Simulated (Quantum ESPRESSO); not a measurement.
# HgTe (Coloradoite) (F-43m) in Quantum ESPRESSO: equation of state

How stiff is HgTe (Coloradoite) in PBEsol, and what volume does it want? The cell is scaled to several volumes.

Everything below comes from runs of Quantum ESPRESSO 7.5. Logs are shortened: lines on timing, memory, paths and dates and some standing lists are left out, and cuts for length are marked.

**The experiment to reproduce.**

A printed reference work, monograph reports, for a bulk crystal of HgTe: bulk modulus 43 GPa.

The runs below are set against these values where they give the same quantity.

### 1 Starting point

The structure is cubic, space group F-43m (No. 216). The conventional cell has a = 6.429 Å, b = 6.429 Å, c = 6.429 Å, α = 90.00°, β = 90.00°, γ = 90.00°. Hg (site symmetry -43m) has 4 Te at 2.78 Å as nearest neighbours. Around Te (site symmetry -43m) lie 4 Hg at 2.78 Å.

### 2 Single point, PBEsol, 31.22 Å³/atom

The input, pw.in:

```
&CONTROL
  calculation = 'scf'
  prefix = 'pwscf'
  outdir = './tmp'
  pseudo_dir = './pseudo'
  tprnfor = .true.
  tstress = .true.
  disk_io = 'nowf'
/
&SYSTEM
  ibrav = 0
  nat = 2
  ntyp = 2
  ecutwfc = 45
  ecutrho = 360
  nbnd = 15
  occupations = 'smearing'
  smearing = 'fd'
  degauss = 0.00367493
/
&ELECTRONS
  conv_thr = 4d-10
  electron_maxstep = 120
  mixing_beta = 0.5
/
ATOMIC_SPECIES
Hg   200.5920 hg_pbesol_v1.uspp.F.UPF
Te   127.6000 te_pbesol_v1.uspp.F.UPF
CELL_PARAMETERS angstrom
   0.0000000000    3.1488795465    3.1488795465
   3.1488795465    0.0000000000    3.1488795465
   3.1488795465    3.1488795465    0.0000000000
ATOMIC_POSITIONS crystal
Hg     0.0000000000    0.0000000000    0.0000000000
Te     0.7500000000    0.7500000000    0.7500000000
K_POINTS automatic
7 7 7 0 0 0
```

Potentials or basis: GBRV 1.5 PBEsol.

On the command line:

```
$ OMP_NUM_THREADS=1 mpirun -n 2 pw.x -nk 2 -in pw.in > pw.out
```

pw.out:

```text
This program is part of the open-source Quantum ESPRESSO suite
     for quantum simulation of materials; please cite
         "P. Giannozzi et al., J. Phys.:Condens. Matter 21 395502 (2009);
         "P. Giannozzi et al., J. Phys.:Condens. Matter 29 465901 (2017);
         "P. Giannozzi et al., J. Chem. Phys. 152 154105 (2020);
     in publications or presentations arising from this work. More details at

     Message from routine setup:
     using ibrav=0 with symmetry is DISCOURAGED, use correct ibrav instead

     K-points division:     npool     =       2
     Subspace diagonalization in iterative solution of the eigenvalue problem:
     a serial algorithm will be used

     G-vector sticks info
     --------------------
     sticks:   dense  smooth     PW     G-vecs:    dense   smooth      PW
     Sum        1765     871    253                48671    17153    2741

     Using Slab Decomposition

     bravais-lattice index     =            0
     lattice parameter (alat)  =       8.4153  a.u.
     unit-cell volume          =     421.4002 (a.u.)^3
     number of atoms/cell      =            2
     number of atomic types    =            2
     number of electrons       =        18.00
     number of Kohn-Sham states=           15
     kinetic-energy cutoff     =      45.0000  Ry
     charge density cutoff     =     360.0000  Ry
     scf convergence threshold =      4.0E-10
     mixing beta               =       0.5000
     number of iterations used =            8  plain     mixing
     Exchange-correlation= SLA  PW   PSX  PSC
                           (   1   4  10   8   0   0   0)

     celldm(1)=   8.415306  celldm(2)=   0.000000  celldm(3)=   0.000000
     celldm(4)=   0.000000  celldm(5)=   0.000000  celldm(6)=   0.000000

     crystal axes: (cart. coord. in units of alat)
               a(1) = (   0.000000   0.707107   0.707107 )
               a(2) = (   0.707107   0.000000   0.707107 )
               a(3) = (   0.707107   0.707107   0.000000 )

     reciprocal axes: (cart. coord. in units 2 pi/alat)
               b(1) = ( -0.707107  0.707107  0.707107 )
               b(2) = (  0.707107 -0.707107  0.707107 )
               b(3) = (  0.707107  0.707107 -0.707107 )

     PseudoPot. # 1 for Hg read from file:
     hg_pbesol_v1.uspp.F.UPF
     Pseudo is Ultrasoft + core correction, Zval = 12.0
     Generated by new atomic code, or converted to UPF format
     Using radial grid of  985 points,  6 beta functions with:
                l(1) =   0
                l(2) =   0
                l(3) =   1
                l(4) =   1
                l(5) =   2
                l(6) =   2
     Q(r) pseudized with  8 coefficients,  rinner =    2.000   2.000   2.000
                                                       2.000   2.000

     PseudoPot. # 2 for Te read from file:
     te_pbesol_v1.uspp.F.UPF
     Pseudo is Ultrasoft + core correction, Zval =  6.0
     Generated by new atomic code, or converted to UPF format
     Using radial grid of  891 points,  5 beta functions with:
                l(1) =   0
                l(2) =   0
                l(3) =   1
                l(4) =   1
                l(5) =   2
     Q(r) pseudized with  6 coefficients,  rinner =    1.800   1.800   1.800
                                                       1.800   1.800

     atomic species   valence    mass     pseudopotential
     Hg               12.00   200.59200     Hg( 1.00)
     Te                6.00   127.60000     Te( 1.00)

     24 Sym. Ops. (no inversion) found

   Cartesian axes

     site n.     atom                  positions (alat units)
         1        Hg     tau(   1) = (   0.0000000   0.0000000   0.0000000  )
         2        Te     tau(   2) = (   1.0606602   1.0606602   1.0606602  )

     number of k points=    20  Fermi-Dirac smearing, width (Ry)=  0.0037
                       cart. coord. in units 2pi/alat
        k(    1) = (   0.0000000   0.0000000   0.0000000), wk =   0.0058309
        k(    2) = (   0.1010153   0.1010153  -0.1010153), wk =   0.0466472
        k(    3) = (   0.2020305   0.2020305  -0.2020305), wk =   0.0466472
        k(    4) = (   0.3030458   0.3030458  -0.3030458), wk =   0.0466472
        k(    5) = (   0.2020305   0.0000000  -0.0000000), wk =   0.0349854
        k(    6) = (   0.3030458   0.1010153  -0.1010153), wk =   0.1399417
[... 12 lines left out ...]
        k(   19) = (  -0.1010153  -0.5050763   0.7071068), wk =   0.1399417
        k(   20) = (  -0.0000000  -0.4040610   0.6060915), wk =   0.1399417

     Dense  grid:    48671 G-vectors     FFT dimensions: (  54,  54,  54)

     Smooth grid:    17153 G-vectors     FFT dimensions: (  36,  36,  36)

     Initial potential from superposition of free atoms

     starting charge      17.9997, renormalised to      18.0000
     Starting wfcs are   13 randomized atomic wfcs +    2 random wfcs

     Self-consistent Calculation

     iteration #  1     ecut=    45.00 Ry     beta= 0.50
     Davidson diagonalization with overlap
     ethr =  1.00E-02,  avg # of iterations =  5.5

     Threshold (ethr) on eigenvalues was too large:
     Diagonalizing with lowered threshold

     Davidson diagonalization with overlap
     ethr =  3.09E-04,  avg # of iterations =  3.3

     total energy              =    -133.95223265 Ry
     estimated scf accuracy    <       0.05280612 Ry

     iteration #  2     ecut=    45.00 Ry     beta= 0.50
     Davidson diagonalization with overlap
     ethr =  2.93E-04,  avg # of iterations =  2.0

     total energy              =    -133.96512162 Ry
     estimated scf accuracy    <       0.01335539 Ry

     iteration #  3     ecut=    45.00 Ry     beta= 0.50
     Davidson diagonalization with overlap
     ethr =  7.42E-05,  avg # of iterations =  2.3

     total energy              =    -133.96725829 Ry
     estimated scf accuracy    <       0.00099890 Ry

     iteration #  4     ecut=    45.00 Ry     beta= 0.50
     Davidson diagonalization with overlap
     ethr =  5.55E-06,  avg # of iterations =  5.8

     total energy              =    -133.96731070 Ry
     estimated scf accuracy    <       0.00005586 Ry

     iteration #  5     ecut=    45.00 Ry     beta= 0.50
     Davidson diagonalization with overlap
     ethr =  3.10E-07,  avg # of iterations =  3.6

     total energy              =    -133.96733240 Ry
     estimated scf accuracy    <       0.00000267 Ry

     iteration #  6     ecut=    45.00 Ry     beta= 0.50
     Davidson diagonalization with overlap
     ethr =  1.48E-08,  avg # of iterations =  3.2

     total energy              =    -133.96733348 Ry
     estimated scf accuracy    <       0.00000084 Ry

     iteration #  7     ecut=    45.00 Ry     beta= 0.50
     Davidson diagonalization with overlap
     ethr =  4.69E-09,  avg # of iterations =  2.0

     total energy              =    -133.96733374 Ry
     estimated scf accuracy    <       0.00000006 Ry

     iteration #  8     ecut=    45.00 Ry     beta= 0.50
     Davidson diagonalization with overlap
     ethr =  3.57E-10,  avg # of iterations =  2.5

     End of self-consistent calculation

          k = 0.0000 0.0000 0.0000 (  2109 PWs)   bands (ev):

    -5.5319  -0.7233  -0.7233  -0.7233  -0.0851  -0.0851   6.4921   7.1319
     7.1319   7.1319  11.1105  11.1105  11.1105  13.5919  16.8947

          k = 0.1010 0.1010-0.1010 (  2133 PWs)   bands (ev):

    -5.4143  -0.6901  -0.6901  -0.6883  -0.0875  -0.0875   4.9787   6.8616
     6.8616   7.8838  11.1334  11.4537  11.4537  14.7811  15.8227

          k = 0.2020 0.2020-0.2020 (  2142 PWs)   bands (ev):

    -5.1319  -0.6235  -0.6235  -0.4954  -0.0795  -0.0795   3.0394   6.3558
     6.3558   7.9021  11.9234  11.9234  12.3892  14.7456  15.7778

          k = 0.3030 0.3030-0.3030 (  2129 PWs)   bands (ev):

    -4.8855  -0.5818  -0.5818  -0.0551  -0.0551   0.0323   1.4179   6.0074
     6.0074   7.7455  12.0069  12.0069  13.7884  14.8364  16.9399

          k = 0.2020 0.0000-0.0000 (  2137 PWs)   bands (ev):

    -5.3747  -0.7195  -0.6576  -0.6576  -0.1105  -0.0672   4.9304   6.4343
     6.4343   8.5760  10.2226  12.0093  12.0093  14.5190  15.3536

          k = 0.3030 0.1010-0.1010 (  2141 PWs)   bands (ev):

    -5.1451  -0.6598  -0.5835  -0.5484  -0.1129  -0.0512   3.5181   5.8322
     5.8993   8.9276  10.4902  12.4319  12.6729  14.6075  16.3187

          k = 0.4041 0.2020-0.2020 (  2138 PWs)   bands (ev):

    -4.8809  -0.5830  -0.5327  -0.2489  -0.0393  -0.0006   1.9201   5.2156
     5.6198   8.8155  11.2987  12.7272  12.9920  15.5968  16.5461

          k =-0.2020-0.4041 0.4041 (  2152 PWs)   bands (ev):

    -4.7952  -0.5593  -0.5322  -0.0956  -0.0602   0.2693   1.2010   4.8718
     5.7437   8.7396  11.5120  12.4756  14.0456  15.5904  16.7364

          k =-0.1010-0.3030 0.3030 (  2153 PWs)   bands (ev):

    -4.9640  -0.5784  -0.5733  -0.3398  -0.1008  -0.0280   2.4251   4.9766
     6.2122   8.7873  11.7287  12.1640  12.6360  15.2861  15.9818

          k =-0.0000-0.2020 0.2020 (  2137 PWs)   bands (ev):

    -5.2403  -0.6514  -0.6409  -0.6018  -0.1081  -0.0642   3.9548   5.7032
     6.7411   8.5869  11.1184  11.6444  12.1915  14.9922  15.8653

          k = 0.4041 0.0000-0.0000 (  2149 PWs)   bands (ev):

    -4.9934  -0.6566  -0.4902  -0.4902  -0.1107  -0.0267   3.1362   5.3054
     5.3054   9.0095   9.8254  13.8239  13.8239  13.8796  17.1598

          k = 0.5051 0.1010-0.1010 (  2135 PWs)   bands (ev):

    -4.7809  -0.5712  -0.4193  -0.3701  -0.0159   0.0533   2.0993   4.5872
     4.9839   9.1741  10.1711  13.3200  14.2557  15.9159  17.6473

          k =-0.1010-0.5051 0.5051 (  2152 PWs)   bands (ev):

    -4.6729  -0.5259  -0.4176  -0.2056  -0.0454   0.4257   1.2678   3.9025
     5.1127   9.2812  11.2908  13.5537  13.8125  15.4566  16.9653

          k =-0.0000-0.4041 0.4041 (  2153 PWs)   bands (ev):

    -4.7580  -0.5305  -0.4844  -0.1408  -0.0915   0.1236   1.7471   3.8905
     5.6274   9.3717  11.6531  13.0522  13.2329  15.6165  15.7158

          k = 0.6061-0.0000 0.0000 (  2156 PWs)   bands (ev):

    -4.6567  -0.5787  -0.3293  -0.3293   0.0061   0.2394   1.5771   4.5714
     4.5714   8.8545   9.4024  15.1551  15.8410  15.8410  17.3637

          k =-0.0000-0.6061 0.6061 (  2151 PWs)   bands (ev):

    -4.6083  -0.5374  -0.3279  -0.2932  -0.0088   0.5448   1.1371   4.0825
     4.6235   9.0801   9.9626  14.6745  15.3381  16.0330  17.5823

          k = 0.4041 0.2020 0.0000 (  2136 PWs)   bands (ev):

    -4.9212  -0.5825  -0.5178  -0.3989  -0.0790  -0.0201   2.6002   4.6760
     5.6416   9.4744  10.6808  12.1044  13.7080  15.0180  17.6503

          k =-0.2020-0.4041 0.6061 (  2153 PWs)   bands (ev):

    -4.7317  -0.5203  -0.4772  -0.1865  -0.0619   0.2366   1.5271   4.1553
     5.2115   9.6467  11.3029  12.3060  14.2867  15.2925  17.1818

          k =-0.1010-0.5051 0.7071 (  2164 PWs)   bands (ev):

    -4.6476  -0.5085  -0.3940  -0.2727  -0.0323   0.3737   1.4246   4.1589
     4.5170   9.6691  10.3374  13.1622  14.8710  16.1777  18.1079

          k =-0.0000-0.4041 0.6061 (  2168 PWs)   bands (ev):

    -4.6264  -0.4838  -0.4051  -0.1703  -0.0981   0.5754   1.1543   3.7803
     4.6122   9.9787  11.4242  12.7534  13.5894  16.1182  17.4046

     the Fermi energy is     7.1693 ev

!    total energy              =    -133.96733376 Ry
     estimated scf accuracy    <          2.2E-10 Ry
     smearing contrib. (-TS)   =      -0.00004605 Ry
     internal energy E=F+TS    =    -133.96728771 Ry

     The total energy is F=E-TS. E is the sum of the following terms:
     one-electron contribution =     -29.71368151 Ry
     hartree contribution      =      27.96870020 Ry
     xc contribution           =     -53.17426000 Ry
     ewald contribution        =     -79.04804640 Ry

     convergence has been achieved in   8 iterations

     Forces acting on atoms (cartesian axes, Ry/au):

     atom    1 type  1   force =    -0.00000000   -0.00000000   -0.00000000
     atom    2 type  2   force =    -0.00000000    0.00000000    0.00000000

     Total force =     0.000000     Total SCF correction =     0.000000

     Computing stress (Cartesian axis) and pressure

          total   stress  (Ry/bohr**3)                   (kbar)     P=       60.56
   0.00041171  -0.00000000   0.00000000           60.56       -0.00        0.00
  -0.00000000   0.00041171   0.00000000           -0.00       60.56        0.00
   0.00000000   0.00000000   0.00041171            0.00        0.00       60.56

=------------------------------------------------------------------------------=
   JOB DONE.
=------------------------------------------------------------------------------=
```

It took 8.4 s on 2 MPI ranks of Arm Neoverse V2, shared host; peak memory 0.28 GiB.

What came out:

```
Free energy            : -1822.7184 eV
Pressure               : 6.1 GPa
Band gap on the k mesh : none (metal or under the smearing width)
```

### 3 Single point, PBEsol, 31.89 Å³/atom

pw.in: that of step 2 with these lines changed.

```diff
@@ -29,5 +29,5 @@
 CELL_PARAMETERS angstrom
-   0.0000000000    3.1488795465    3.1488795465
-   3.1488795465    0.0000000000    3.1488795465
-   3.1488795465    3.1488795465    0.0000000000
+   0.0000000000    3.1710554852    3.1710554852
+   3.1710554852    0.0000000000    3.1710554852
+   3.1710554852    3.1710554852    0.0000000000
 ATOMIC_POSITIONS crystal
```

Potentials or basis: GBRV 1.5 PBEsol.

On the command line:

```
$ OMP_NUM_THREADS=1 mpirun -n 2 pw.x -nk 2 -in pw.in > pw.out
```

It took 9.2 s on 2 MPI ranks of Arm Neoverse V2, shared host; peak memory 0.28 GiB.

It converged, with:

| Quantity | Value |
| --- | --- |
| Free energy | -1822.7626 eV |
| Pressure | 4.6 GPa |
| Band gap on the k mesh | none (metal or under the smearing width) |

[end of part 1 of 2]
